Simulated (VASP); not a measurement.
# CuI (Marshite) (F-43m) in VASP: a series of runs

One crystal, CuI (Marshite), is run at these levels: PBE; tasks: single point.

Everything below comes from runs of VASP 6.6.1. Logs are shortened: lines on timing, memory, paths and dates and some standing lists are left out, and cuts for length are marked.

**1. Starting point**

The structure is cubic, space group F-43m (No. 216). Conventional cell: a = 5.960 Å, b = 5.960 Å, c = 5.960 Å, α = 90.00°, β = 90.00°, γ = 90.00°. Cu (site symmetry -43m) is surrounded by 4 I at 2.58 Å. I (site symmetry -43m) is surrounded by 4 Cu at 2.58 Å.

**2. Single point, PBE**

The input, INCAR:

```
  ALGO = Normal
  EDIFF = 1E-6
  ENCUT = 520
  GGA = PE
  ISIF = 2
  ISMEAR = 0
  LASPH = T
  LCHARG = F
  LREAL = F
  LWAVE = F
  NBANDS = 16
  NELM = 100
  PREC = Accurate
  SIGMA = 0.01
```

The input, KPOINTS:

```
k-points
0
Gamma
  5 5 5
```

The input, POSCAR:

```
CuI
1.0
    0.0000000000      2.9801087160      2.9801087160
    2.9801087160      0.0000000000      2.9801087160
    2.9801087160      2.9801087160      0.0000000000
Cu I
1 1
Direct
    0.2500000000      0.2500000000      0.2500000000
    0.0000000000      0.0000000000      0.0000000000
```

Potentials or basis: VASP PAW PBE potentials, release 64 (Cu, I).

On the command line:

```console
cat potpaw_PBE.64/Cu/POTCAR potpaw_PBE.64/I/POTCAR > POTCAR
mpirun -np 1 vasp_std > vasp.out
```

OUTCAR:

```text
EDIFF = 1E-6
   ENCUT = 520
   GGA = PE
   ISIF = 2
   ISMEAR = 0
   LASPH = T
   LREAL = F
   NELM = 100
   PREC = Accurate

 ion  position               nearest neighbor table
   1  0.250  0.250  0.250-   2 2.58   2 2.58   2 2.58   2 2.58
   2  0.000  0.000  0.000-   1 2.58   1 2.58   1 2.58   1 2.58

  LATTYP: Found a face centered cubic cell.
 ALAT       =     5.9602174320

  Lattice vectors:

 A1 = (   0.0000000000,   2.9801087160,   2.9801087160)
 A2 = (   2.9801087160,   0.0000000000,   2.9801087160)
 A3 = (   2.9801087160,   2.9801087160,   0.0000000000)

Analysis of symmetry for initial positions (statically):
=====================================================================
 Subroutine PRICEL returns:
 Original cell was already a primitive cell.

 Routine SETGRP: Setting up the symmetry group for a
 face centered cubic supercell.

 Subroutine GETGRP returns: Found 24 space group operations
 (whereof 24 operations were pure point group operations)
 out of a pool of 48 trial point group operations.

The static configuration has the point symmetry T_d .

Analysis of symmetry for dynamics (positions and initial velocities):
=====================================================================
 Subroutine PRICEL returns:
 Original cell was already a primitive cell.

 Routine SETGRP: Setting up the symmetry group for a
 face centered cubic supercell.

 Subroutine GETGRP returns: Found 24 space group operations
 (whereof 24 operations were pure point group operations)
 out of a pool of 48 trial point group operations.

The dynamic configuration has the point symmetry T_d .

 Subroutine INISYM returns: Found 24 space group operations
 (whereof 24 operations are pure point group operations),
 and found     1 'primitive' translations

----------------------------------------------------------------------------------------

                                     Primitive cell

  volume of cell :      52.9330

  direct lattice vectors                    reciprocal lattice vectors
     0.000000000  2.980108716  2.980108716    -0.167779114  0.167779114  0.167779114
     2.980108716  0.000000000  2.980108716     0.167779114 -0.167779114  0.167779114
     2.980108716  2.980108716  0.000000000     0.167779114  0.167779114 -0.167779114

  length of vectors
     4.214510164  4.214510164  4.214510164     0.290601950  0.290601950  0.290601950

  position of ions in fractional coordinates (direct lattice)
     0.250000000  0.250000000  0.250000000
     0.000000000  0.000000000  0.000000000

  ion indices of the primitive-cell ions
   primitive index   ion index
                 1           1
                 2           2

----------------------------------------------------------------------------------------

 KPOINTS: k-points

Automatic generation of k-mesh.
 Grid dimensions read from file:
 generate k-points for:    5    5    5

 Generating k-lattice:

  Cartesian coordinates                     Fractional coordinates (reciprocal lattice)
    -0.033555823  0.033555823  0.033555823     0.200000000  0.000000000  0.000000000
     0.033555823 -0.033555823  0.033555823     0.000000000  0.200000000  0.000000000
     0.033555823  0.033555823 -0.033555823     0.000000000  0.000000000  0.200000000

  Length of vectors
     0.058120390  0.058120390  0.058120390

  Shift w.r.t. Gamma in fractional coordinates (k-lattice)
     0.000000000  0.000000000  0.000000000

 Subroutine IBZKPT returns following result:
 ===========================================

 Found     10 irreducible k-points:

 Following reciprocal coordinates:
            Coordinates               Weight
  0.000000  0.000000  0.000000      1.000000
  0.200000  0.000000  0.000000      8.000000
  0.400000  0.000000  0.000000      8.000000
  0.200000  0.200000  0.000000      6.000000
  0.400000  0.200000  0.000000     24.000000
 -0.400000  0.200000  0.000000     24.000000
 -0.200000  0.200000  0.000000     12.000000
  0.400000  0.400000  0.000000      6.000000
 -0.400000  0.400000  0.000000     12.000000
 -0.400000  0.400000  0.200000     24.000000
   k-points           NKPTS =     10   k-points in BZ     NKDIM =     10   number of bands    NBANDS=     16
   number of dos      NEDOS =    301   number of ions     NIONS =      2
   total plane-waves  NPLWV =  32768
   dimension x,y,z NGX =    32 NGY =   32 NGZ =   32
   dimension x,y,z NGXF=    64 NGYF=   64 NGZF=   64
   ions per type =               1   1
   NGX,Y,Z   is equivalent  to a cutoff of  12.62, 12.62, 12.62 a.u.
   NGXF,Y,Z  is equivalent  to a cutoff of  25.25, 25.25, 25.25 a.u.
 SYSTEM =  unknown system
   PREC   = accura    normal or accurate (medium, high low for compatibility)
   ISTART =      0    job   : 0-new  1-cont  2-samecut
   ICHARG =      2    charge: 1-file 2-atom 10-const
   ISPIN  =      1    spin polarized calculation?
   LNONCOLLINEAR =      F non collinear calculations
   LSORBIT =      F    spin-orbit coupling
   LASPH  =      T    aspherical Exc in radial PAW
   ENCUT  =  520.0 eV  38.22 Ry    6.18 a.u.   7.84  7.84  7.84*2*pi/ulx,y,z
   NELM   =    100;   NELMIN=  2; NELMDL= -5     # of ELM steps
   EDIFF  = 0.1E-05   stopping-criterion for ELM
   LREAL  =      F    real-space projection
   EDIFFG = 0.1E-04   stopping-criterion for IOM
   NSW    =      0    number of steps for IOM
   IBRION =     -1    ionic relax: 0-MD 1-quasi-New 2-CG
   NFREE  =      0    steps in history (QN), initial steepest desc. (CG)
   ISIF   =      2    stress and relaxation
   ISYM   =      2    0-nonsym 1-usesym 2-fastsym
   POTIM  = 0.5000    time-step for ionic-motion
   TEBEG  =    0.0;   TEEND  =   0.0 temperature during run
   PSTRESS=    0.0 pullay stress
   NELECT =      18.0000    total number of electrons
   NUPDOWN=      -1.0000    fix difference up-down
   EMIN   =  10.00;   EMAX   =-10.00  energy-range for DOS
   EFERMI =   0.00;   METHOD = LEGACY
   ISMEAR =     0;   SIGMA  =   0.01  broadening in eV -4-tet -1-fermi 0-gaus
   EFERMI_NEDOS =   21; number of points for ismear=-14 and -15
   IALGO  =     38    algorithm
   IMIX   =      4    mixing-type and parameters
     AMIX     =   0.40;   BMIX     =  1.00
     AMIX_MAG =   1.60;   BMIX_MAG =  1.00
  volume/ion in A,a.u.               =      26.47       178.60
  Fermi-wavevector in a.u.,A,eV,Ry     =   1.142677  2.159347 17.765279  1.305711
  Thomas-Fermi vector in A             =   2.279374
   LORBIT       =      0    0 simple, 1 ext, 2 COOP (PROOUT), +10 PAW based schemes
   GGA     = PE    functional components
   LHFCALC =     F    Hartree Fock is set to
   AEXX    =    0.0000 exact exchange contribution
   IVDW    =     0    specifies the selected vdW correction
   LEPSILON=     F    determine dielectric tensor
   LRPA    =     F    only Hartree local field effects (RPA)
 non-spin polarized calculation
 Gauss-broadening in eV      SIGMA  =   0.01
  energy-cutoff  :      520.00
  volume of cell :       52.93
 maximum number of plane-waves:      1440
   NGX = 15   NGY = 15   NGZ = 15

 number of electron      18.0000000 magnetization

 Free energy of the ion-electron system (eV)
  ---------------------------------------------------
  ext. energy  EPLUGINS =         0.00000000
  ---------------------------------------------------
  free energy    TOTEN  =        -5.52592799 eV

  energy without entropy =       -5.52592799  energy(sigma->0) =       -5.52592799

 E-fermi :   5.1053     XC(G=0):  -9.1740

 val. band max:        5.0042727872   @ k =   0.0000   0.0000   0.0000
 cond. band min:       6.2884798332   @ k =   0.0000   0.0000   0.0000
 fundamental gap:      1.2842070461
 Fermi energy:         5.1052605176

 k-point     1 :       0.0000    0.0000    0.0000
  band No.  band energies     occupation
      1      -9.2830      2.00000
      2       1.1262      2.00000
      3       1.1262      2.00000
      4       1.1262      2.00000
      5       2.9310      2.00000
      6       2.9310      2.00000
[... 8 lines left out ...]
     15      14.6728      0.00000
     16      14.6728      0.00000

 k-point     2 :       0.2000    0.0000    0.0000
  band No.  band energies     occupation
      1      -9.0854      2.00000
      2       0.4224      2.00000
      3       1.1435      2.00000
      4       1.1435      2.00000
      5       2.9194      2.00000
      6       2.9194      2.00000
[... 8 lines left out ...]
     15      13.7056      0.00000
     16      14.1425      0.00000

 k-point     3 :       0.4000    0.0000    0.0000
  band No.  band energies     occupation
      1      -8.7217      2.00000
      2      -0.7086      2.00000
      3       1.1604      2.00000
      4       1.1604      2.00000
      5       2.9477      2.00000
      6       2.9477      2.00000
[... 8 lines left out ...]
     15      15.0239      0.00000
     16      15.0239      0.00000

 k-point     4 :       0.2000    0.2000    0.0000
  band No.  band energies     occupation
      1      -9.0191      2.00000
      2       0.3673      2.00000
      3       1.0950      2.00000
      4       1.0950      2.00000
      5       2.8518      2.00000
      6       2.9633      2.00000
[... 8 lines left out ...]
     15      15.0712      0.00000
     16      15.8172      0.00000

 k-point     5 :       0.4000    0.2000    0.0000
  band No.  band energies     occupation
      1      -8.7035      2.00000
      2      -0.3915      2.00000
      3       0.9107      2.00000
      4       1.1001      2.00000
      5       2.8549      2.00000
      6       2.9826      2.00000
[... 8 lines left out ...]
     15      15.8932      0.00000
     16      16.0282      0.00000

 k-point     6 :      -0.4000    0.2000    0.0000
  band No.  band energies     occupation
      1      -8.5678      2.00000
      2      -0.6284      2.00000
      3       0.6032      2.00000
      4       1.1540      2.00000
      5       2.8702      2.00000
      6       2.9320      2.00000
[... 8 lines left out ...]
     15      14.6853      0.00000
     16      16.0723      0.00000

 k-point     7 :      -0.2000    0.2000    0.0000
  band No.  band energies     occupation
      1      -8.8258      2.00000
      2      -0.1102      2.00000
      3       0.8185      2.00000
      4       1.1862      2.00000
      5       2.8783      2.00000
      6       2.9592      2.00000
[... 8 lines left out ...]
     15      15.3528      0.00000
     16      16.2364      0.00000

 k-point     8 :       0.4000    0.4000    0.0000
  band No.  band energies     occupation
      1      -8.5308      2.00000
      2      -0.7039      2.00000
      3       1.0524      2.00000
      4       1.0524      2.00000
      5       2.8108      2.00000
      6       3.0159      2.00000
[... 8 lines left out ...]
     15      16.1008      0.00000
     16      18.4267      0.00000

 k-point     9 :      -0.4000    0.4000    0.0000
  band No.  band energies     occupation
      1      -8.4430      2.00000
      2      -0.6522      2.00000
      3       0.5261      2.00000
      4       1.0848      2.00000
      5       2.8069      2.00000
      6       2.9755      2.00000
[... 8 lines left out ...]
     15      15.5462      0.00000
     16      18.2474      0.00000

 k-point    10 :      -0.4000    0.4000    0.2000
  band No.  band energies     occupation
      1      -8.4930      2.00000
      2      -0.4513      2.00000
      3       0.3842      2.00000
      4       1.0328      2.00000
      5       2.8706      2.00000
      6       2.8873      2.00000
[... 8 lines left out ...]
     15      15.8031      0.00000
     16      18.1443      0.00000

------------------------ aborting loop because EDIFF is reached ----------------------------------------

  FORCE on cell =-STRESS in cart. coord.  units (eV):
  Direction    XX          YY          ZZ          XY          YZ          ZX
  --------------------------------------------------------------------------------------
  -------------------------------------------------------------------------------------
  Total        0.9291243      0.9291243      0.9291243     -0.0000000     -0.0000000     -0.0000000
  in kB       28.1227685     28.1227685     28.1227685     -0.0000000     -0.0000000     -0.0000000
  external PRESSURE =      28.1227685 kB  Pullay stress =       0.0000000 kB

 VOLUME and BASIS-vectors are now :
 -----------------------------------------------------------------------------
  energy-cutoff  :      520.00
  volume of cell :       52.93
      direct lattice vectors                 reciprocal lattice vectors
     0.000000000  2.980108716  2.980108716    -0.167779114  0.167779114  0.167779114
     2.980108716  0.000000000  2.980108716     0.167779114 -0.167779114  0.167779114
     2.980108716  2.980108716  0.000000000     0.167779114  0.167779114 -0.167779114

 POSITION                                       TOTAL-FORCE (eV/Angst)
 -----------------------------------------------------------------------------------
      1.49005      1.49005      1.49005        -0.000000     -0.000000     -0.000000
      0.00000      0.00000      0.00000         0.000000      0.000000      0.000000
 -----------------------------------------------------------------------------------
    total drift:                                0.000001      0.000001      0.000001

  FREE ENERGIE OF THE ION-ELECTRON SYSTEM (eV)
  ---------------------------------------------------
  free  energy   TOTEN  =        -5.5259279944 eV

  energy  without entropy=       -5.5259279944  energy(sigma->0) =       -5.52592799
```

It took 14 s on 1 thread of Intel Xeon Platinum 8259CL at 2.50GHz (Skylake/Cascade Lake), shared host; peak memory 0.17 GiB.

Results:

```yaml
Free_energy: -5.5259 eV
Pressure: 2.8 GPa
Band_gap_on_the_k_mesh: 1.28 eV, direct
```

Levels at points of the mesh, in eV from the valence-band top:
```csv
k point,band 7,band 8,band 9,band 10,band 11,band 12
"(0.00, 0.00, 0.00)",0.00,0.00,0.00,1.28,4.81,4.81
```

Caveat: spin-orbit coupling is left out, which moves the levels of the heavy elements.

**3. Single point, PBE**

This run uses another cell than the first one, of 28.14 Å³/atom, 1.063 times its volume.

The input, INCAR:

```
  PREC = Accurate
  ENCUT = 520
  EDIFF = 1E-7
  ISMEAR = 0
  SIGMA = 0.01
  LREAL = F
  LASPH = T
  NELM = 100
  ALGO = Normal
  ISIF = 2
  LWAVE = F
  LCHARG = T
  GGA = PE
  LELF = T
  LVHAR = T
  NBANDS = 16
```

The input, KPOINTS:

```
Automatic mesh
0
Gamma
  5 5 5
```

The input, POSCAR:

```
CuI
1.0
    0.0000000000      3.0415715026      3.0415715026
    3.0415715026      0.0000000000      3.0415715026
    3.0415715026      3.0415715026      0.0000000000
Cu I
1 1
Direct
    0.2500000000      0.2500000000      0.2500000000
    0.0000000000      0.0000000000      0.0000000000
```

Potentials or basis: VASP PAW PBE potentials, release 64 (Cu, I).

On the command line:

```console
cat potpaw_PBE.64/Cu/POTCAR potpaw_PBE.64/I/POTCAR > POTCAR
mpirun -np 1 vasp_std > vasp.out
```

Run time: 14 s. Hardware: 1 thread of Intel Xeon Platinum 8259CL at 2.50GHz (Skylake/Cascade Lake), shared host; peak memory 0.17 GiB.

It converged, with:

- Free energy: -5.5544 eV
- Pressure: 0.0 GPa
- Band gap on the k mesh: 1.12 eV, direct

Levels at points of the mesh, in eV from the valence-band top:
```
           k point  band 6  band 7  band 8  band 9  band 10  band 11  band 12  band 13
(0.00, 0.00, 0.00)   -1.81    0.00    0.00    0.00     1.12     4.88     4.88     4.88
```

Caveat: spin-orbit coupling is left out, which moves the levels of the heavy elements.
